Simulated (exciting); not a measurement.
Two BSE runs for the Si L₂,₃ edge of SiO2 (Quartz), space group P3_121. Run A: exciting, all-electron LAPW+lo, PBEsol, exchange and screened direct term (singlet BSE), 3×3×2 shifted k points, 38 conduction bands, |G+q| up to 3 bohr⁻¹ (2.5 in the exchange term), full RPA screening with nempty = 70, Lorentzian half width 0.45 eV. Run B has a fault in its input.

Energy from the Kohn–Sham onset, core level to the lowest empty state found on the meshes used; one zero for both, scaled to A's maximum:

| E (eV) | A | B |
| --- | --- | --- |
| -8.0 | 0.01 | 0.01 |
| -7.5 | 0.02 | 0.01 |
| -7.0 | 0.02 | 0.01 |
| -6.5 | 0.02 | 0.01 |
| -6.0 | 0.03 | 0.01 |
| -5.5 | 0.03 | 0.01 |
| -5.0 | 0.04 | 0.02 |
| -4.5 | 0.05 | 0.02 |
| -4.0 | 0.07 | 0.02 |
| -3.5 | 0.10 | 0.03 |
| -3.0 | 0.18 | 0.04 |
| -2.5 | 0.38 | 0.05 |
| -2.0 | 0.90 | 0.07 |
| -1.5 | 0.89 | 0.12 |
| -1.0 | 0.84 | 0.23 |
| -0.5 | 1.00 | 0.25 |
| 0.0 | 0.91 | 0.31 |
| 0.5 | 0.67 | 0.53 |
| 1.0 | 0.48 | 0.88 |
| 1.5 | 0.38 | 0.91 |
| 2.0 | 0.39 | 0.74 |
| 2.5 | 0.43 | 0.62 |
| 3.0 | 0.45 | 0.59 |
| 3.5 | 0.46 | 0.59 |
| 4.0 | 0.49 | 0.60 |
| 4.5 | 0.52 | 0.60 |
| 5.0 | 0.60 | 0.56 |
| 5.5 | 0.75 | 0.54 |
| 6.0 | 0.84 | 0.58 |
| 6.5 | 0.78 | 0.70 |
| 7.0 | 0.62 | 0.73 |
| 7.5 | 0.50 | 0.69 |
| 8.0 | 0.44 | 0.59 |
| 8.5 | 0.40 | 0.55 |
| 9.0 | 0.38 | 0.50 |
| 9.5 | 0.39 | 0.50 |
| 10.0 | 0.38 | 0.49 |
| 10.5 | 0.35 | 0.46 |
| 11.0 | 0.34 | 0.45 |
| 11.5 | 0.32 | 0.44 |
| 12.0 | 0.31 | 0.43 |
| 12.5 | 0.31 | 0.41 |
| 13.0 | 0.33 | 0.44 |
| 13.5 | 0.36 | 0.47 |
| 14.0 | 0.35 | 0.48 |
| 14.5 | 0.33 | 0.43 |
| 15.0 | 0.34 | 0.42 |
| 15.5 | 0.36 | 0.46 |
| 16.0 | 0.35 | 0.47 |
| 16.5 | 0.33 | 0.45 |
| 17.0 | 0.31 | 0.43 |

Question: What most likely went wrong in run B?

The cutoff of the kernels is far too low (cutoff of the screened term (bohr⁻¹) from 3 to 0.6 and cutoff of the exchange term (bohr⁻¹) from 2.5 to 0.6). The spectrum differs from run A by 57 % r.m.s. Moving the earlier curve by +2.6 eV leaves 28 %. The highest maximum lies at 1.3 eV (0.94), against -0.5 eV (1.00). The first bright state moves from -1.94 to -1.01 eV. The kernels miss the short-range part of the Coulomb interaction, its components above their cutoff. Other settings could leave a like mark; this is the change that was made.

[Hosts, paths, dates, database ids (printed as entryN), source tags and the programs' standing remarks are cut or masked in the printed files.]
